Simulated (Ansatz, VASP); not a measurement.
## TiC (TiC strained to the junction's net): VASP beside Ansatz

Aim: how closely do two programs agree when they are given the same cell, functional and k mesh? The cell is generated by rule, not measured, and may not be a known phase. The structure shown is the end of the Ansatz relaxation below.

Main program and level: Ansatz 0.2.0; plane waves, with VASP 6.6.1 beside it; single point at PBE.

**1. Set-up**

The structure is tetragonal, space group I4/mmm (No. 139). The conventional cell has a = 3.005 Å, b = 3.005 Å, c = 4.374 Å, α = 90.00°, β = 90.00°, γ = 90.00°. C has 6 Ti at 2.12 to 2.19 Å nearest. Ti has 6 C at 2.12 to 2.19 Å nearest. Farther neighbours are not listed.

**2. Ansatz: relaxation, PBE**

Ansatz runs on its default PAW (the set named soft_2) files.

This run makes the geometry at which the two programs are then compared.

input.yaml

```yaml
crystal:
  lattice:
    - [3.005, 0.0, 0.0]
    - [0.0, 3.005, 0.0]
    - [0.0, 0.0, 4.3862017715]
  atoms:
    - { symbol: C, position: [0.0, 0.0, 0.0] }
    - { symbol: Ti, position: [0.5, 0.5, 0.0] }
    - { symbol: C, position: [0.5, 0.5, 0.5] }
    - { symbol: Ti, position: [0.0, 0.0, 0.5] }
kpoints:
  mp_grid: { grid: [12, 12, 7] }
scf:
  occupations: { method: fermi_dirac, width: 0.1 }
  max_iter: 150
hamiltonian:
  xc: pbe
relax:
  f_tol: 0.01
  max_steps: 40
  cell: { fix: [a, b, angles] }
```

The run is started by

```console
$ ansatz run input.yaml --threads 8 --pin off --max-ram 20480MiB --backend cpu --events-out ev --progress --plain --runs-dir out
```

Numbers of over 12 decimals in the logs are rounded to 6 here.

What it wrote:

```text
Engine: ansatz 0.2.0, aarch64-unknown-linux-gnu
Pseudopotentials: kind: paw
Pseudopotential: C, paw, valence charge 4, recommended cutoff 420 eV (normal), C.paw.azcp
Pseudopotential: Ti, paw, valence charge 12, recommended cutoff 420 eV (normal), Ti.paw.azcp
Functional definition: PBE
  parameter kappa = 0.804
  parameter beta = 0.066725
  exchange = pbe_x(kappa = kappa, mu = beta*pi^2/3)
  correlation = pbe_c(beta = beta)
Crystal: 4 atoms, lattice volume = 39.608 Å³
Basis set: ecut = 420 eV, 767 PW (Γ), exchange–correlation on 48×48×60 points (8 copies of the dense FFT grid, shifted against one another)
Bands: 20, of which v1, the nominal top of the filled ones, is band 16 counted from 1 (15 counted from 0)
Symmetry: 32 space group operations
Space group: I4/mmm (ITA 139), of the structure as read, at distance tolerance 3.4e-5 Å
k-points: 112 of 1008
Non-local potential: C, projectors of the file, l = 0: 2, l = 1: 2, l = 2: 1
Non-local potential: Ti, projectors of the file, l = 0: 3, l = 1: 2, l = 2: 3, l = 3: 1
PAW form: soft (Blöchl's): semilocal exchange-correlation on the pseudo side does not see the compensation charge
PAW one-centre angular grid: C, 110 points (default); XC on 64 Gauss nodes
PAW one-centre angular grid: Ti, 590 points (default); XC on 64 Gauss nodes
Initial density: superposition of atomic densities (neutral atoms: chi_scale 0, normalization atom), corrected by the library's trained network
Initial wavefunctions: pseudopotential atomic-orbital guess
Functional: x = pbe(κ = 0.804, μ = 0.219515), c = pbe(β = 0.066725)
SCF iter   1: F=—  HF=-5504.497871 eV  |F-HF|=—  |Δ(HF+E_count)|=         —  Δρ=3.89e-3  dr2=4.56e-3  ethr=1.77e-3  ⟨swp⟩=4.6  Hψ=8518  notcnv=0
preconditioner: auto → Kerker (q_TF=auto, 2.633 Å⁻¹)  [metal: Δε(μ)=0.078 eV  Ē_g=6.884 eV  σ=0.100 eV  W_gap=0.19  n_scr=14 (ndim 8)  ℏωp=23.6 eV  f_vac=0.000  D(μ)=0.51/eV (n_scr^D=2)]
SCF iter   2: F=—  HF=-5504.497070 eV  |F-HF|=—  |Δ(HF+E_count)|=   8.02e-4  Δρ=1.83e-3  dr2=7.24e-4  ethr=1.42e-5  ⟨swp⟩=1.5  Hψ=3287  notcnv=0
SCF iter   3: F=—  HF=-5504.497067 eV  |F-HF|=—  |Δ(HF+E_count)|=   3.08e-6  Δρ=5.58e-4  dr2=7.77e-5  ethr=2.26e-6  ⟨swp⟩=2.0  Hψ=2575  notcnv=0
SCF iter   4: F=—  HF=-5504.497047 eV  |F-HF|=—  |Δ(HF+E_count)|=   1.97e-5  Δρ=9.18e-5  dr2=2.10e-6  ethr=2.43e-7  ⟨swp⟩=2.7  Hψ=3220  notcnv=0
iter 5 did not close the SCF: its close was put off for the readings that it lacked (scf_convergence_deferred on its scf_iter line)
SCF iter   5: F=-5504.497048 eV  HF=-5504.497048 eV  |F-HF|=2.15e-8  |Δ(HF+E_count)|=   5.93e-7  Δρ=1.49e-5  dr2=4.47e-8  ethr=6.57e-9  ⟨swp⟩=2.4  Hψ=2997  notcnv=0
SCF iter   6: F=-5504.497048 eV  HF=-5504.497048 eV  |F-HF|=7.92e-10  |Δ(HF+E_count)|=   2.91e-8  Δρ=2.15e-6  dr2=6.54e-10  ethr=1.40e-10  ⟨swp⟩=2.0  Hψ=6978  notcnv=0
SCF 1 converged in 6 iterations: F = -5504.497048 eV  dr2 = 6.54e-10
  greatest PAW one-centre occupation: 0.999 electrons in one spin orbital (limit 2), on the Ti atom at site 3 (counted from 0), in its partial waves of l = 0
relax step   1: F+E_penalty+E_count = -5504.49704755 eV  Δ(F+E_penalty+E_count) = +0.000e0 eV  max|allowed force component| = 4.970e-29 eV/Å  Δτ_max = 0.0000 Å  P = +7.532 GPa  Ω = 39.608 Å³  fix = [a, b, alpha, beta, gamma]  reactions: a +11.993, b +11.993 GPa  (6 SCF iters, dr2 threshold 1.00e-7 eV, accepted)
[...]
relax step   2: F+E_penalty+E_count = -5504.49759301 eV  Δ(F+E_penalty+E_count) = -5.455e-4 eV  max|allowed force component| = 2.342e-29 eV/Å  Δτ_max = 0.0000 Å  P = +7.981 GPa  Ω = 39.537 Å³  energy of the carried Pulay correction = +1.217e-4 eV  fix = [a, b, alpha, beta, gamma]  reactions: a +12.235, b +12.235 GPa  (6 SCF iters, dr2 threshold 4.00e-7 eV, accepted)
[...]
relax step   3: F+E_penalty+E_count = -5504.49773692 eV  Δ(F+E_penalty+E_count) = -1.439e-4 eV  max|allowed force component| = 4.260e-29 eV/Å  Δτ_max = 0.0000 Å  P = +8.258 GPa  Ω = 39.494 Å³  energy of the carried Pulay correction = +1.959e-4 eV  fix = [a, b, alpha, beta, gamma]  reactions: a +12.383, b +12.383 GPa  (6 SCF iters, dr2 threshold 4.00e-7 eV, accepted)
[...]
relax step   4: F+E_penalty+E_count = -5504.49752632 eV  Δ(F+E_penalty+E_count) = +2.106e-4 eV  max|allowed force component| = 1.533e-29 eV/Å  Δτ_max = 0.0000 Å  P = +8.252 GPa  Ω = 39.494 Å³  fix = [a, b, alpha, beta, gamma]  reactions: a +12.379, b +12.379 GPa  stress off target by 1.14e-3 GPa on what of the cell is left free  SCF on the basis re-selected at this cell (its energy is not comparable with the rows above)  (9 SCF iters)
basis re-selected at this cell: Δ(F+E_penalty+E_count) = +2.106e-4 eV, ΔP = -0.006 GPa vs the last step (what re-selecting the basis moved, of the pressure what is left beyond the Pulay correction that the steps carried, after the strain that the cell walked since its last selection, with what the two solves' SCF thresholds leave and, on support functions, any second-order correction that the steps lacked; it is no m [...]
SCF converged after 9 iterations
Free energy (F): -5504.497526 eV
Harris-Foulkes:  -5504.497526 eV  (|F-HF|=9.09e-13)
Internal energy: -5504.479757 eV  (E = F + TS)
E sigma→0 (E₀):  -5504.488642 eV
Entropy (-TS):   -0.017769 eV (-4.442 meV/atom)
Fermi energy:    15.201183 eV
--- Per-component energies (eV) ---
  E_band       = -205.744412
  E_kinetic    = 728.432066
  E_local      = -1517.919652  (includes V_loc(G=0)·N_el)
  E_nonlocal   = 64.250918
  E_hartree    = 620.126431
  E_xc         = -295.920161
  E_vxc        = -369.653731  (∫ρ·V_xc dr)
  E_paw        = -2290.935697  (= ΣΔE_a)
  E_vpaw       = -351.107146  (= ΣTr[D̂ρ^β])
  E_aug_tail   = 0.000271  (compensation charges beyond the density's cutoff)
  E_ewald      = -2812.513933
  E_smearing   = -0.017769  (= −TS)
  E_closure    = 0.000000  (closes the sum)
  Σ components = -5504.497526   (vs F -5504.497526, Δ=0.00e0)
--- Forces (eV/Å), atoms counted from 1 ---
  atom   1  C      0.00000000    -0.00000000     0.00000000
  atom   2  Ti     0.00000000     0.00000000    -0.00000000
  atom   3  C     -0.00000000    -0.00000000     0.00000000
  atom   4  Ti    -0.00000000    -0.00000000     0.00000000
  max |Σ_I F_I| component: 1.44e-29 eV/Å
--- Stress (GPa, compression-positive) ---
       12.378705       0.000000      -0.000000
        0.000000      12.378705      -0.000000
       -0.000000      -0.000000      -0.001140
  P = ⅓ Tr σ = 8.2521 GPa (82.521 kbar)
--- Relaxed structure (3 steps of the walk, 3 accepted, 1 SCFs on fresh bases) ---
  F+E_penalty+E_count = -5504.49752632 eV   max|allowed force component| = 1.533e-29 eV/Å   (the final SCF, on the basis selected at the relaxed cell)
  cell:  # Å, volume = 39.4937 Å³
    - [3.005, 0, 0]
    - [0, 3.005, 0]
    - [0, 0, 4.373603]
  atoms:
    - { symbol: C, position: [0, 0, 0] }
    - { symbol: Ti, position: [0.500000, 0.500000, 0] }
    - { symbol: C, position: [0.500000, 0.500000, 0.5] }
    - { symbol: Ti, position: [0, 0, 0.5] }
```

**3. VASP: single point, PBE**

The same cell, functional, mesh and smearing now go to VASP, with its own data sets.

Lines of VASP's logs that name or quote its potential files are left out, and so is its time.

INCAR

```
SYSTEM = TiC
PREC = Accurate
ENCUT = 600
EDIFF = 1E-06
NELM = 120
ISMEAR = -1
SIGMA = 0.1
LREAL = .FALSE.
ALGO = Normal
GGA = PE
NBANDS = 22
LASPH = .TRUE.
LORBIT = 11
LWAVE = .FALSE.
LCHARG = .FALSE.
ISIF = 2
GGA_COMPAT = .FALSE.
```

POSCAR

```
TiC
1.0
    3.0050000000      0.0000000000      0.0000000000
    0.0000000000      3.0050000000      0.0000000000
    0.0000000000      0.0000000000      4.3736030371
C Ti
2 2
Direct
    0.0000000000      0.0000000000      0.0000000000
    0.5000000000      0.5000000000      0.5000000000
    0.5000000000      0.5000000000      0.0000000000
    0.0000000000      0.0000000000      0.5000000000
```

KPOINTS

```
Automatic mesh
0
Gamma
12 12 7
0 0 0
```

The projector-augmented-wave data sets are C and Ti_sv (PBE family, release 64).

The run is started by

```console
$ mpirun -np 1 vasp_std
```

What it wrote:

```text
[banner, memory and clock lines left out]
running    1 mpi-ranks, on    1 nodes
 distrk:  each k-point on    1 cores,    1 groups
 distr:  one band on    1 cores,    1 groups

 POSCAR found type information on POSCAR C Ti
 POSCAR found :  2 types and       4 ions
 LDA part: xc-table for (Slater+PW92), standard interpolation
 POSCAR, INCAR and KPOINTS ok, starting setup
 FFT: planning ... GRIDC
 FFT: planning ... GRID_SOFT
 FFT: planning ... GRID
 WAVECAR not read
 entering main loop
       N       E                     dE             d eps       ncg     rms          rms(c)
DAV:   1     0.371784933250E+03    0.37178E+03   -0.17939E+04  4928   0.200E+03
DAV:   2     0.409444198525E+01   -0.36769E+03   -0.35312E+03  4994   0.532E+02
DAV:   3    -0.455739885788E+02   -0.49668E+02   -0.47987E+02  8752   0.159E+02
DAV:   4    -0.482927648276E+02   -0.27188E+01   -0.27136E+01  6328   0.377E+01
DAV:   5    -0.484254384185E+02   -0.13267E+00   -0.13266E+00  7238   0.685E+00    0.267E+01
DAV:   6    -0.382655887190E+02    0.10160E+02   -0.79265E+01  6224   0.772E+01    0.907E+00
DAV:   7    -0.373825623320E+02    0.88303E+00   -0.12229E+01  6246   0.292E+01    0.683E+00
DAV:   8    -0.373529758878E+02    0.29586E-01   -0.72923E-01  6034   0.778E+00    0.210E+00
DAV:   9    -0.373713278492E+02   -0.18352E-01   -0.11174E-01  6572   0.221E+00    0.807E-01
DAV:  10    -0.373746876887E+02   -0.33598E-02   -0.79199E-02  6374   0.301E+00    0.469E-01
DAV:  11    -0.373710856394E+02    0.36020E-02   -0.23459E-02  6456   0.143E+00    0.718E-02
DAV:  12    -0.373710993041E+02   -0.13665E-04   -0.56816E-04  6522   0.202E-01    0.370E-02
DAV:  13    -0.373710890109E+02    0.10293E-04   -0.15893E-04  6614   0.845E-02    0.139E-02
DAV:  14    -0.373710788340E+02    0.10177E-04   -0.46542E-05  6362   0.752E-02    0.657E-03
DAV:  15    -0.373710788274E+02    0.65875E-08   -0.40428E-06  5444   0.184E-02
   1 F= -.37371079E+02 E0= -.37362162E+02  d E =-.178335E-01
```

Parts of OUTCAR (step 3):

```text
ion  position               nearest neighbor table
   1  0.000  0.000  0.000-   3 2.12   3 2.12   3 2.12   3 2.12   4 2.19   4 2.19
   2  0.500  0.500  0.500-   4 2.12   4 2.12   4 2.12   4 2.12   3 2.19   3 2.19
   3  0.500  0.500  0.000-   1 2.12   1 2.12   1 2.12   1 2.12   2 2.19   2 2.19
   4  0.000  0.000  0.500-   2 2.12   2 2.12   2 2.12   2 2.12   1 2.19   1 2.19

  LATTYP: Found a simple tetragonal cell.
 ALAT       =     3.0050000000
 C/A-ratio  =     1.4554419425

 Subroutine GETGRP returns: Found 16 space group operations
 (whereof 16 operations were pure point group operations)

The static configuration has the point symmetry D_4h.

 Found    112 irreducible k-points:

   k-points           NKPTS =    112   k-points in BZ     NKDIM =    112   number of bands    NBANDS=     22

   dimension x,y,z NGX =    24 NGY =   24 NGZ =   36
   dimension x,y,z NGXF=    48 NGYF=   48 NGZF=   72

   ENCUT  =  600.0 eV  44.10 Ry    6.64 a.u.   6.00  6.00  8.74*2*pi/ulx,y,z

   NELECT =      32.0000    total number of electrons

 k-points in reciprocal lattice and weights: Automatic mesh
   0.00000000  0.00000000  0.00000000       0.001
   0.08333333  0.00000000  0.00000000       0.004
   0.16666667  0.00000000  0.00000000       0.004
   0.25000000  0.00000000  0.00000000       0.004
   0.33333333  0.00000000  0.00000000       0.004
   0.41666667  0.00000000  0.00000000       0.004
   0.50000000  0.00000000  0.00000000       0.002
   0.08333333  0.08333333  0.00000000       0.004
   0.16666667  0.08333333  0.00000000       0.008
[...]
0.50000000  0.41666667  0.42857143       0.008
   0.50000000  0.50000000  0.42857143       0.002

 average (electrostatic) potential at core
       1 -44.0604       2 -44.0604       3 -70.7289       4 -70.7289

 E-fermi :   9.7640

 k-point     1 :       0.0000    0.0000    0.0000
  band No.  band energies     occupation
    ...
      8     -22.7487      2.00000
      9      -2.7804      2.00000
     10      -0.5196      2.00000
     11       6.0936      2.00000
     12       8.0807      2.00000
     13       9.8842      0.46221
     14       9.8842      0.46221
     15      10.3082      0.00863
     16      10.5321      0.00092
     17      10.5321      0.00092
    ...

 k-point     2 :       0.0833    0.0000    0.0000
  band No.  band energies     occupation
    ...
      9      -2.6682      2.00000
     10      -0.4401      2.00000
     11       6.0963      2.00000
     12       7.7825      2.00000
     13       9.4660      1.90334
     14       9.9176      0.35417
     15      10.0650      0.09398
     16      10.1001      0.06707
     17      10.3050      0.00891
     18      10.5835      0.00055
    ...

 k-point     3 :       0.1667    0.0000    0.0000
  band No.  band energies     occupation
    ...
     12       7.0745      2.00000
     13       8.7043      1.99995
     14       8.9346      1.99950
     15       9.2141      1.99186
     16       9.3127      1.97831
     17      10.6319      0.00034
     18      10.7344      0.00012
     19      11.2518      0.00000
     20      12.3778      0.00000
     21      12.8764      0.00000
    ...

  Total        3.0847522      3.0847522      0.0123874      0.0000000     -0.0000000      0.0000000
  in kB      125.1418431    125.1418431      0.5025323      0.0000000     -0.0000000      0.0000000
  external PRESSURE =      83.5954061 kB  Pullay stress =       0.0000000 kB

  energy-cutoff  :      600.00
  volume of cell :       39.49
      direct lattice vectors                 reciprocal lattice vectors
     3.005000000  0.000000000  0.000000000     0.332778702  0.000000000  0.000000000
     0.000000000  3.005000000  0.000000000     0.000000000  0.332778702  0.000000000
     0.000000000  0.000000000  4.373603037     0.000000000  0.000000000  0.228644436

 POSITION                                       TOTAL-FORCE (eV/Angst)
 -----------------------------------------------------------------------------------
      0.00000      0.00000      0.00000         0.000000      0.000000     -0.000000
      1.50250      1.50250      2.18680         0.000000      0.000000     -0.000000
      1.50250      1.50250      0.00000        -0.000000     -0.000000      0.000000
      0.00000      0.00000      2.18680         0.000000     -0.000000     -0.000000
 -----------------------------------------------------------------------------------
    total drift:                                0.000000     -0.000000     -0.000000

  FREE ENERGIE OF THE ION-ELECTRON SYSTEM (eV)
  ---------------------------------------------------
  free  energy   TOTEN  =       -37.3710788274 eV

  energy  without entropy=      -37.3532453700  energy(sigma->0) =      -37.36216210

 total charge
# of ion       s       p       d       tot
------------------------------------------
    1        0.899   1.522   0.000   2.421
    2        0.899   1.522   0.000   2.421
    3        2.205   6.263   1.988  10.456
    4        2.205   6.263   1.988  10.456
--------------------------------------------------
tot          6.209  15.570   3.977  25.755

[... 3 further parts left out ...]
```

The run ends at a pressure of 8.36 GPa.

**4. Differences**

Known differences besides the potentials themselves: the cutoff is 420 eV in Ansatz and 600 eV in VASP; Ansatz's pressure holds a Pulay correction, VASP's none. Total energies have different zeros and are not compared.

Both answers:

```tsv
quantity	Ansatz	VASP	difference
pressure (GPa)	8.25	8.36	-0.11
```

**5. What came out**

* difference in pressure (single point, PBE): -0.11 GPa

In words: The difference in pressure is -0.11 GPa (single point, PBE), within the 1 GPa picked in this series as the mark of a large difference. Such differences can come from data sets, numerical settings and the points named under the comparisons, not from the functional's error against experiment.

[Lines on the potential files, build, host, timing and source positions are cut from VASP's logs without a mark.]

[Logs are printed without paths, hosts, clocks, repeated set-up lines and the standing remarks that a program may print on its own settings, such as how far it seeks lower states.]

[Hosts, paths, dates, database ids (printed as entryN), source tags and the programs' standing remarks are cut or masked in the printed files.]
